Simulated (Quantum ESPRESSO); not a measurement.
# KI (Fm-3m) in Quantum ESPRESSO: a series of runs

Runs on KI. Level: PBE. Tasks: phonons.

Program: Quantum ESPRESSO 7.5. These are calculated values, not measurements. Logs are shortened: lines on timing, memory, paths and dates and some standing lists are left out, and cuts for length are marked.

**The experiment to reproduce.**

From a printed reference work, monograph, for a bulk crystal of KI: high-frequency dielectric constant 2.65.

The runs below are set against these values where they give the same quantity.

### Step 1. The crystal as given

The structure is cubic, space group Fm-3m (No. 225). Conventional cell: a = 7.066 Å, b = 7.066 Å, c = 7.066 Å, α = 90.00°, β = 90.00°, γ = 90.00°. I (site symmetry m-3m) is surrounded by 6 K at 3.53 Å. K (site symmetry m-3m) is surrounded by 6 I at 3.53 Å.

### Step 2. Phonons, PBE

Input file pw.in:

```
&CONTROL
  calculation = 'scf'
  prefix = 'pwscf'
  outdir = './tmp'
  pseudo_dir = './pseudo'
  tprnfor = .true.
  tstress = .true.
  disk_io = 'low'
/
&SYSTEM
  ibrav = 0
  A = 4.99609832
  nat = 2
  ntyp = 2
  ecutwfc = 74
  nbnd = 14
  occupations = 'smearing'
  smearing = 'fd'
  degauss = 0.00367493
/
&ELECTRONS
  conv_thr = 4d-10
  electron_maxstep = 120
  mixing_beta = 0.5
/
ATOMIC_SPECIES
I    126.9045 I.upf
K     39.0983 K.upf
CELL_PARAMETERS alat
   0.0000000000    0.7071067809    0.7071067809
   0.7071067809    0.0000000000    0.7071067809
   0.7071067809    0.7071067809    0.0000000000
ATOMIC_POSITIONS alat
I      0.7071067809    0.7071067809    0.7071067809
K      0.0000000000    0.0000000000    0.0000000000
K_POINTS automatic
4 4 4 1 1 1
```

Input file relax.in:

```
&CONTROL
  calculation = 'vc-relax'
  prefix = 'pwscf'
  outdir = './tmp'
  pseudo_dir = './pseudo'
  tprnfor = .true.
  tstress = .true.
  disk_io = 'low'
  nstep = 40
  forc_conv_thr = 0.0001
  etot_conv_thr = 1d-06
/
&SYSTEM
  ibrav = 0
  A = 4.99609832
  nat = 2
  ntyp = 2
  ecutwfc = 74
  nbnd = 14
  occupations = 'smearing'
  smearing = 'fd'
  degauss = 0.00367493
/
&ELECTRONS
  conv_thr = 4d-10
  electron_maxstep = 120
  mixing_beta = 0.5
/
&IONS
  ion_dynamics = 'bfgs'
/
&CELL
  cell_dynamics = 'bfgs'
  press = 0
  press_conv_thr = 0.2
/
ATOMIC_SPECIES
I    126.9045 I.upf
K     39.0983 K.upf
CELL_PARAMETERS alat
   0.0000000000    0.7071067809    0.7071067809
   0.7071067809    0.0000000000    0.7071067809
   0.7071067809    0.7071067809    0.0000000000
ATOMIC_POSITIONS alat
I      0.7071067809    0.7071067809    0.7071067809
K      0.0000000000    0.0000000000    0.0000000000
K_POINTS automatic
4 4 4 1 1 1
```

Input file scf2.in:

```
&CONTROL
  calculation = 'scf'
  prefix = 'pwscf'
  outdir = './tmp'
  pseudo_dir = './pseudo'
  tprnfor = .true.
  tstress = .true.
  disk_io = 'low'
/
&SYSTEM
  ibrav = 0
  A = 5.07739527
  nat = 2
  ntyp = 2
  ecutwfc = 74
  nbnd = 14
  occupations = 'fixed'
/
&ELECTRONS
  conv_thr = 1d-13
  electron_maxstep = 120
  mixing_beta = 0.5
  startingpot = 'file'
  startingwfc = 'file'
/
ATOMIC_SPECIES
I    126.9045 I.upf
K     39.0983 K.upf
CELL_PARAMETERS alat
   0.0000000000    0.7071067811    0.7071067811
   0.7071067811    0.0000000000    0.7071067811
   0.7071067811    0.7071067811    0.0000000000
ATOMIC_POSITIONS alat
I      0.7071067811    0.7071067811    0.7071067811
K      0.0000000000    0.0000000000    0.0000000000
K_POINTS automatic
4 4 4 1 1 1
```

Input file ph.in:

```
phonons of KI
&INPUTPH
  prefix = 'pwscf'
  outdir = './tmp'
  tr2_ph = 1d-18
  fildyn = 'dyn'
  niter_ph = 90
  alpha_mix(1) = 0.7
  epsil = .true.
/
0.0000000000 0.0000000000 0.0000000000
```

Input file dynmat.in:

```
&INPUT
  fildyn = 'dyn'
  asr = 'crystal'
  lperm = .true.
  filout = 'dynmat.disp'
  fileig = 'dynmat.eig'
/
```

Input file dynmat_lo.in:

```
&INPUT
  fildyn = 'dyn'
  asr = 'crystal'
  filout = 'dynmat_lo.disp'
  fileig = 'dynmat_lo.eig'
  q(1) = 0
  q(2) = 0
  q(3) = 1
/
```

Potentials or basis: PseudoDojo 0.4.1 SR PBE standard.

Launch:

```
$ OMP_NUM_THREADS=1 pw.x -in pw.in > pw.out
$ OMP_NUM_THREADS=1 pw.x -in relax.in > relax.out
$ OMP_NUM_THREADS=1 pw.x -in scf2.in > scf2.out
$ OMP_NUM_THREADS=1 ph.x -in ph.in > ph.out
$ OMP_NUM_THREADS=1 dynmat.x -in dynmat.in > dynmat.out
$ OMP_NUM_THREADS=1 dynmat.x -in dynmat_lo.in > dynmat_lo.out
```

pw.out:

```text
This program is part of the open-source Quantum ESPRESSO suite
     for quantum simulation of materials; please cite
[... 9 lines left out ...]
     --------------------
     sticks:   dense  smooth     PW     G-vecs:    dense   smooth      PW
     Sum        1813    1813    511                51253    51253    7799

     Using Slab Decomposition

     bravais-lattice index     =            0
     lattice parameter (alat)  =       9.4413  a.u.
     unit-cell volume          =     595.0789 (a.u.)^3
     number of atoms/cell      =            2
     number of atomic types    =            2
     number of electrons       =        16.00
     number of Kohn-Sham states=           14
     kinetic-energy cutoff     =      74.0000  Ry
     charge density cutoff     =     296.0000  Ry
     scf convergence threshold =      4.0E-10
     mixing beta               =       0.5000
     number of iterations used =            8  plain     mixing
     Exchange-correlation= PBE
                           (   1   4   3   4   0   0   0)

     celldm(1)=   9.441258  celldm(2)=   0.000000  celldm(3)=   0.000000
     celldm(4)=   0.000000  celldm(5)=   0.000000  celldm(6)=   0.000000

[... 8 lines left out ...]
               b(3) = (  0.707107  0.707107 -0.707107 )

     PseudoPot. # 1 for I  read from file:
     I.upf
     Pseudo is Norm-conserving + core correction, Zval =  7.0
     Generated using ONCVPSP code by D. R. Hamann
     Using radial grid of 1196 points,  6 beta functions with:
                l(1) =   0
                l(2) =   0
                l(3) =   1
                l(4) =   1
                l(5) =   2
                l(6) =   2

     PseudoPot. # 2 for K  read from file:
     K.upf
     Pseudo is Norm-conserving + core correction, Zval =  9.0
     Generated using ONCVPSP code by D. R. Hamann
     Using radial grid of 2222 points,  6 beta functions with:
                l(1) =   0
                l(2) =   0
                l(3) =   1
                l(4) =   1
                l(5) =   2
                l(6) =   2

     atomic species   valence    mass     pseudopotential
     I                 7.00   126.90450     I ( 1.00)
     K                 9.00    39.09830     K ( 1.00)

     48 Sym. Ops., with inversion, found

   Cartesian axes

     site n.     atom                  positions (alat units)
         1        I      tau(   1) = (   0.7071068   0.7071068   0.7071068  )
         2        K      tau(   2) = (   0.0000000   0.0000000   0.0000000  )

     number of k points=    10  Fermi-Dirac smearing, width (Ry)=  0.0037
                       cart. coord. in units 2pi/alat
        k(    1) = (   0.0883883   0.0883883   0.0883883), wk =   0.0625000
        k(    2) = (   0.2651650   0.2651650  -0.0883883), wk =   0.1875000
        k(    3) = (  -0.2651650  -0.2651650   0.4419417), wk =   0.1875000
        k(    4) = (  -0.0883883  -0.0883883   0.2651650), wk =   0.1875000
        k(    5) = (   0.4419417   0.0883883   0.0883883), wk =   0.1875000
        k(    6) = (  -0.0883883  -0.4419417   0.6187184), wk =   0.3750000
        k(    7) = (   0.0883883  -0.2651650   0.4419417), wk =   0.3750000
        k(    8) = (  -0.6187184   0.0883883   0.0883883), wk =   0.1875000
        k(    9) = (   0.2651650   0.2651650   0.2651650), wk =   0.0625000
        k(   10) = (  -0.2651650  -0.2651650   0.7954951), wk =   0.1875000

     Dense  grid:    51253 G-vectors     FFT dimensions: (  54,  54,  54)

     Initial potential from superposition of free atoms

     starting charge      15.9807, renormalised to      16.0000
     Starting wfcs are    9 randomized atomic wfcs +    5 random wfcs

     Self-consistent Calculation

     iteration #  1     ecut=    74.00 Ry     beta= 0.50
     Davidson diagonalization with overlap
     ethr =  1.00E-02,  avg # of iterations =  7.8

     Threshold (ethr) on eigenvalues was too large:
     Diagonalizing with lowered threshold

     Davidson diagonalization with overlap
     ethr =  1.69E-04,  avg # of iterations =  7.3

     total energy              =     -86.20021396 Ry
     estimated scf accuracy    <       0.02572278 Ry

     iteration #  2     ecut=    74.00 Ry     beta= 0.50
     Davidson diagonalization with overlap
     ethr =  1.61E-04,  avg # of iterations =  2.0

     total energy              =     -86.20479441 Ry
     estimated scf accuracy    <       0.00151249 Ry

     iteration #  3     ecut=    74.00 Ry     beta= 0.50
     Davidson diagonalization with overlap
     ethr =  9.45E-06,  avg # of iterations =  8.0

     total energy              =     -86.20516617 Ry
     estimated scf accuracy    <       0.00032376 Ry

     iteration #  4     ecut=    74.00 Ry     beta= 0.50
     Davidson diagonalization with overlap
     ethr =  2.02E-06,  avg # of iterations =  4.6

     total energy              =     -86.20521842 Ry
     estimated scf accuracy    <       0.00000913 Ry

     iteration #  5     ecut=    74.00 Ry     beta= 0.50
     Davidson diagonalization with overlap
     ethr =  5.71E-08,  avg # of iterations =  2.6

     total energy              =     -86.20522224 Ry
     estimated scf accuracy    <       0.00000070 Ry

     iteration #  6     ecut=    74.00 Ry     beta= 0.50
     Davidson diagonalization with overlap
     ethr =  4.40E-09,  avg # of iterations =  3.4

     total energy              =     -86.20522246 Ry
     estimated scf accuracy    <       0.00000014 Ry

     iteration #  7     ecut=    74.00 Ry     beta= 0.50
     Davidson diagonalization with overlap
     ethr =  8.44E-10,  avg # of iterations =  2.2

     total energy              =     -86.20522250 Ry
     estimated scf accuracy    <       0.00000002 Ry

     iteration #  8     ecut=    74.00 Ry     beta= 0.50
     Davidson diagonalization with overlap
     ethr =  1.07E-10,  avg # of iterations =  2.4

     End of self-consistent calculation

          k = 0.0884 0.0884 0.0884 (  6372 PWs)   bands (ev):

   -27.1192 -10.6311 -10.6072 -10.6072  -9.0811   1.1237   1.3267   1.3267
     5.7245   7.8142   8.0548   8.0548   8.7835   8.7835

          k = 0.2652 0.2652-0.0884 (  6389 PWs)   bands (ev):

   -27.1180 -10.7015 -10.6160 -10.6071  -8.9387   0.4541   1.0896   1.1333
     6.8565   7.8774   8.6538   8.8484   9.6596   9.7887

          k =-0.2652-0.2652 0.4419 (  6391 PWs)   bands (ev):

   -27.1173 -10.7370 -10.6143 -10.6116  -8.8654   0.1522   0.9659   1.0395
     7.0800   8.6218   9.2118   9.6069   9.9257  10.1875

          k =-0.0884-0.0884 0.2652 (  6381 PWs)   bands (ev):

   -27.1185 -10.6676 -10.6117 -10.6102  -9.0036   0.7126   1.2024   1.2216
     6.4174   7.3907   8.6703   8.6867   9.0526   9.3782

          k = 0.4419 0.0884 0.0884 (  6383 PWs)   bands (ev):

   -27.1176 -10.6796 -10.6191 -10.6182  -8.9540   0.4355   1.0374   1.0951
     6.8181   7.2375   9.2348   9.2366   9.9694  10.0248

          k =-0.0884-0.4419 0.6187 (  6413 PWs)   bands (ev):

   -27.1169 -10.6760 -10.6354 -10.6246  -8.9195   0.4754   0.7284   0.9292
     7.2653   8.0858   8.4529   9.7410  10.0013  10.7042

          k = 0.0884-0.2652 0.4419 (  6395 PWs)   bands (ev):

   -27.1174 -10.7066 -10.6236 -10.6133  -8.9041   0.3334   0.9121   1.0290
     7.2864   7.9318   8.6791   9.6049   9.9380  10.1450

          k =-0.6187 0.0884 0.0884 (  6398 PWs)   bands (ev):

   -27.1169 -10.6586 -10.6324 -10.6229  -8.9603   0.4113   0.9113   1.0184
     6.5588   7.4145   9.4018   9.5452  10.3057  10.7819

          k = 0.2652 0.2652 0.2652 (  6405 PWs)   bands (ev):

   -27.1177 -10.7343 -10.6090 -10.6090  -8.8856   0.2134   1.0895   1.0895
     6.8108   8.6752   9.0931   9.0931   9.9583   9.9583

          k =-0.2652-0.2652 0.7955 (  6392 PWs)   bands (ev):

   -27.1171 -10.7064 -10.6311 -10.6136  -8.8898   0.3376   0.7540   1.0118
     7.4644   8.3226   8.6453   9.7306   9.7645  10.2955

     the Fermi energy is     3.9880 ev

!    total energy              =     -86.20522251 Ry
     estimated scf accuracy    <          3.9E-10 Ry
     smearing contrib. (-TS)   =      -0.00000000 Ry
     internal energy E=F+TS    =     -86.20522251 Ry

     The total energy is F=E-TS. E is the sum of the following terms:
     one-electron contribution =     -29.58916855 Ry
     hartree contribution      =      19.12888971 Ry
     xc contribution           =     -20.82126808 Ry
     ewald contribution        =     -54.92367559 Ry

     convergence has been achieved in   8 iterations

     Forces acting on atoms (cartesian axes, Ry/au):

     atom    1 type  1   force =    -0.00000000    0.00000000   -0.00000000
     atom    2 type  2   force =    -0.00000000   -0.00000000    0.00000000

     Total force =     0.000000     Total SCF correction =     0.000000

     Computing stress (Cartesian axis) and pressure

          total   stress  (Ry/bohr**3)                   (kbar)     P=        5.81
   0.00003949  -0.00000000  -0.00000000            5.81       -0.00       -0.00
  -0.00000000   0.00003949  -0.00000000           -0.00        5.81       -0.00
  -0.00000000  -0.00000000   0.00003949           -0.00       -0.00        5.81

=------------------------------------------------------------------------------=
   JOB DONE.
=------------------------------------------------------------------------------=
```

It took 9.6 min on 1 thread of Arm Neoverse V2, shared host; peak memory 0.15 GiB.

What came out:

* Free energy: -1172.8895 eV
* Relaxed volume: 46.28 Å³/atom
* Relaxed cell: a = 5.077 Å, b = 5.077 Å, c = 5.077 Å, α = 60.00°, β = 60.00°, γ = 60.00°
* Space group after relaxing (to 0.05 Å): Fm-3m (No. 225)
* Pressure after relaxing: 0.0 GPa
* Electronic dielectric tensor (diagonal): 2.80
* Born charges (mean of the diagonal): I -1.16; K +1.16 e
* Highest phonon frequency at Γ, LO-TO splitting left out: 88 cm⁻¹
* Static dielectric tensor (diagonal): 5.89

The path:
| step | energy change (eV) | largest force (eV/Å) | pressure (GPa) | volume (Å³) |
| --- | --- | --- | --- | --- |
| 1 | 0.0000 | 0.0000 | 0.58 | 88.18 |
| 2 | -0.0009 | 0.0000 | 0.54 | 88.44 |
| 3 | -0.0018 | 0.0000 | 0.50 | 88.73 |
| 4 | -0.0031 | 0.0000 | 0.44 | 89.16 |
| 5 | -0.0047 | 0.0000 | 0.34 | 89.82 |
| 6 | -0.0064 | 0.0000 | 0.21 | 90.80 |
| 7 | -0.0075 | 0.0000 | 0.03 | 92.29 |
| 8 | -0.0076 | 0.0000 | 0.00 | 92.55 |
| 9 | -0.0076 | 0.0000 | 0.00 | 92.56 |

Final structure:
```xyz
2
Lattice="0.0000 3.5903 3.5903 3.5903 0.0000 3.5903 3.5903 3.5903 0.0000" Properties=species:S:1:pos:R:3 pbc="T T T"
I     3.5903    3.5903    3.5903
K     0.0000    0.0000    0.0000
```

Phonon frequencies in cm⁻¹ (negative: imaginary):
| q point | frequencies |
| --- | --- |
| (0.000, 0.000, 0.000) | -2 -2 -2 88 88 88 |

Electronic dielectric tensor:
```
2.80 0.00 0.00
0.00 2.80 0.00
0.00 0.00 2.80
```

Born effective charge tensors (e):
atom 1, I
```
-1.16  0.00  0.00
 0.00 -1.16  0.00
 0.00  0.00 -1.16
```
atom 2, K
```
1.16 0.00 0.00
0.00 1.16 0.00
0.00 0.00 1.16
```

Optical modes at Γ, degenerate ones joined, polar ones without the macroscopic field:
| cm⁻¹ | components | symmetry | active in | IR intensity, summed ((D/Å)²/amu) |
| --- | --- | --- | --- | --- |
| 88 | 3 | T1u | IR | 3.10 |

Zone-centre frequencies without and with the macroscopic field along z (cm⁻¹):
```tsv
	optical modes in rising order
without	88 88 88
with the field	88 88 127
```

Static dielectric tensor, electrons and zone-centre modes:
```
5.89 0.00 0.00
0.00 5.89 0.00
0.00 0.00 5.89
```

The run has no spin-orbit coupling, so splittings on I are missing.

(Part 1 of 3 ends here.)
